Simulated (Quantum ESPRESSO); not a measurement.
In under changes of volume

One of the cells (26.686 Å³/atom); the others are scaled copies at fixed shape and fractional positions:

```xyz
1
Lattice="-1.8825 1.8825 1.8825 1.8825 -1.8825 1.8825 1.8825 1.8825 -1.8825" Properties=species:S:1:pos:R:3 pbc="T T T"
In    0.0000    0.0000    0.0000
```

This isn't the form of In at room conditions, which is tetragonal.

* Program: Quantum ESPRESSO 7.5
* Functional: PBEsol
* Potentials or basis: GBRV 1.5 PBEsol
* Cutoff: 762 eV
* Density cutoff: 6095 eV
* k mesh: 10 × 10 × 10
* Occupations: fermi-dirac, width 0.05 eV
* Spin: no spin polarisation

```csv
volume (Å³/atom),energy over the lowest point (meV/atom),pressure (GPa)
25.085,?,?
25.618,0.00,0.1
26.152,0.57,-0.8
26.686,3.66,-1.5
27.220,9.04,-2.2
27.753,16.48,-2.8
28.287,25.82,-3.3
```

Question: What does the run at 25.085 Å³/atom give?

Answer: Energy over the lowest point 2.37 meV/atom; pressure 1.0 GPa.

Worked out: A Birch-Murnaghan fit of order 3 (a polynomial in V^(-2/3)) to the other rows has its minimum at 25.77 Å³/atom with B0 = V·E''(V) = 39 GPa and B' = 3.7. It gives 2.20 meV/atom at 25.085 Å³/atom, against the run's 2.37, and -dE/dV = 1.1 GPa, against 1.0.

Energies are extrapolated to zero smearing.
